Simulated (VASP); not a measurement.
Wanted: the native input for a VASP 6.6.1 run.

| Quantity | Value |
| --- | --- |
| Task | single point |
| Functional | PBEsol |
| Potentials or basis | VASP PAW PBE potentials, release 64 (Al) |
| Cutoff | 520 eV |
| k mesh | 6 × 6 × 4 |
| Occupations | gaussian, width 0.1 eV |
| Spin | no spin polarisation |
| Dipole correction | no |
| Further INCAR settings | ALGO = Normal; EDIFF = 1e-06; NBANDS = 10 |

The structure of Al lies in POSCAR:

```
Al
1.0
    3.0250015165      0.0000000000      0.0000000000
   -1.5125007583      2.6197281598      0.0000000000
    0.0000000000      0.0000000000      4.7613337379
Al
2
Direct
    0.3333333333      0.6666666667      0.2500000000
    0.6666666667      0.3333333333      0.7500000000
```

This isn't the form of Al at room conditions, which is fcc.

The cell isn't the ideal one: Tl replaced by Al, lengths x 0.901, strained and moved within the space group.

These files were run (other wordings do the same):

INCAR

```
PREC = Accurate
ENCUT = 520
EDIFF = 1E-6
ISMEAR = 0
SIGMA = 0.1
LREAL = F
LASPH = T
NELM = 100
ALGO = Normal
ISIF = 2
LWAVE = F
LCHARG = F
GGA = PS
NBANDS = 10
```

KPOINTS

```
regular mesh
0
Gamma
  6 6 4
```

Potentials or basis: VASP PAW PBE potentials, release 64 (Al).

The run is started by

```console
$ cat potpaw_PBE.64/Al/POTCAR > POTCAR
$ mpirun -np 1 vasp_std > vasp.out
```

Results of the run:

```json
{
 "Pressure": "-8.1 GPa",
 "Band gap on the k mesh": "none (metal or under the smearing width)"
}
```

Caveat: the k mesh is coarse (spacing up to 0.40 Å⁻¹), so the values aren't converged; the PAW data sets were made with another functional, which shifts forces and pressure a little.

Wall time 7.2 s on 1 thread of Intel(R) Xeon(R) Platinum 8375C CPU @ 2.90GHz (Ice Lake), with other jobs on the host, peak memory 0.14 GiB.
